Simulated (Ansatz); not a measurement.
One crystal and one scan (energy over volume and axial ratio) at two levels, r2SCAN (plane waves to 500 eV, PAW, scalar-relativistic; Ansatz, a program for electronic structure) and PBE (plane waves to 420 eV, PAW, scalar-relativistic; Ansatz), each from its own relaxed cell and on its own mesh. The cell shown is that of r2SCAN.

LiI (rock salt)

```
LiI
1.0
    0.00000     3.00909     3.00909
    3.00909     0.00000     3.00909
    3.00909     3.00909     0.00000
I Li
1 1
Direct
  0.00000   0.00000   0.00000
  0.50000   0.50000   0.50000
```

Two coordinates are scanned: the volume, and the ratio of the stretch along z (the conventional c axis) to the stretch across it. Atoms keep their fractional coordinates.

Energies are smeared free energies. LiI was relaxed with its symmetry unable to fall. Spin-orbit coupling is left out, though I is heavy. Percentages come from the unrounded values. Both scans cover V/V₀ from 0.960 to 1.040 and (c/a)/(c/a)₀ from 0.960 to 1.040.

Results of r2SCAN:

| Item | Result |
|---|---|
| Shear modulus C′ = (C11 − C12)/2 (fit, atoms clamped) (GPa) | 11.1 |

Problem. Estimate the PBE values.

Solution. 
| quantity | PBE | r2SCAN − PBE |
|---|---|---|
| Shear modulus C′ = (C11 − C12)/2 (fit, atoms clamped) (GPa) | 10.0 | +1.1 (+12 %) |

r2SCAN gives the higher value for: shear modulus C′. Neither level is exact: the differences show how much the result hangs on the functional.

(Under strain, the slope of the energy per volume gives the stress and its curvature an elastic modulus.)
